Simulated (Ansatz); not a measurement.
Input of an Ansatz 0.2.0 run:

input.yaml

```yaml
crystal:
  lattice:
    - [0.0, 2.694, 2.694]
    - [2.694, 0.0, 2.694]
    - [2.694, 2.694, 0.0]
  atoms:
    - { symbol: Cd, position: [0.0, 0.0, 0.0] }
    - { symbol: F, position: [0.75, 0.75, 0.75] }
    - { symbol: F, position: [0.25, 0.25, 0.25] }
hamiltonian:
  xc: { exchange: r2scan, correlation: r2scan, exx: { coeff: 0.1 } }
  pseudopotentials: { kind: paw }
kpoints:
  mp_grid: { grid: [5, 5, 5] }
scf:
  occupations: { method: fermi_dirac, width: 0.05 }
output:
  forces: true
  stress: true
  eigenvalues: true
```

Potentials or basis: Ansatz PAW.

Command:

```console
$ ansatz run input.yaml --threads 2 --pin off --max-ram 5632MiB --backend cpu --events-out ev --progress --plain --runs-dir out
```

Task: Estimate the band gap on the k mesh.

Result: 4.92 eV, indirect (least direct gap 5.38 eV).

Task: Predict the pressure.

Result: -0.8 GPa.

Caveat: odd divisions of the mesh miss points on the zone boundary, where band edges often lie, so the gap on the mesh can be too wide; the PAW data sets come from PBE, with cores solved anew for the run's functional, which leaves a small shift of forces and pressure; the thresholds are loose for stress. A k mesh can miss the band edges.
